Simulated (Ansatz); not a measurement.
# Structures of Al$_{2}$Ru: which is lowest?

Plane-wave DFT in Ansatz with scalar-relativistic PAW potentials, cutoff 500 eV, Γ-centred meshes chosen by cell and gap, Gaussian smearing with energies taken to zero width. Every cell was relaxed (cell and atoms) in a run of its own, within the symmetry of its start. Functional: r2SCAN.

Relaxed structures (starts from databases or built by putting these elements on another compound's sites):
A. P6/mmm, 3 atoms in the computed cell, a = 4.189 Å, c = 2.764 Å; sites (symmetry × multiplicity) Ru 6/mmm × 1, Al -6m2 × 2; start: built
B. P4/mmm, 3 atoms in the computed cell, a = 4.194 Å, c = 2.842 Å; sites (symmetry × multiplicity) Al mmm. × 2, Ru 4/mmm × 1; start: built
C. Fddd, 6 atoms in the computed cell, a = 4.707 Å, b = 7.979 Å, c = 8.783 Å; sites (symmetry × multiplicity) Al .2. × 16, Ru 222 × 8; start: database
D. I4/mmm, 3 atoms in the computed cell, a = 3.122 Å, c = 8.445 Å; sites (symmetry × multiplicity) Al 4mm × 4, Ru 4/mmm × 2; start: database

Task: Rank them by energy. Could pressure change the order?

Result:
```csv
structure,group,E − E(lowest) (meV/atom),V (Å³/atom),gap on mesh (eV)
C,Fddd,0.0,13.74,0.18
D,I4/mmm,20.2,13.72,0.00
B,P4/mmm,216,16.66,0.00
A,P6/mmm,495,14.00,0.00
```

C is lowest, 20 meV/atom under D. The two lowest differ in volume by under 3 %, too little for a first-order estimate of what pressure does to that pair (other pairs aren't weighed here); with rigid cells even 3 % in favour of the higher one would need about 8 GPa. Other structures may lie lower than all of these, and vibrations aren't counted.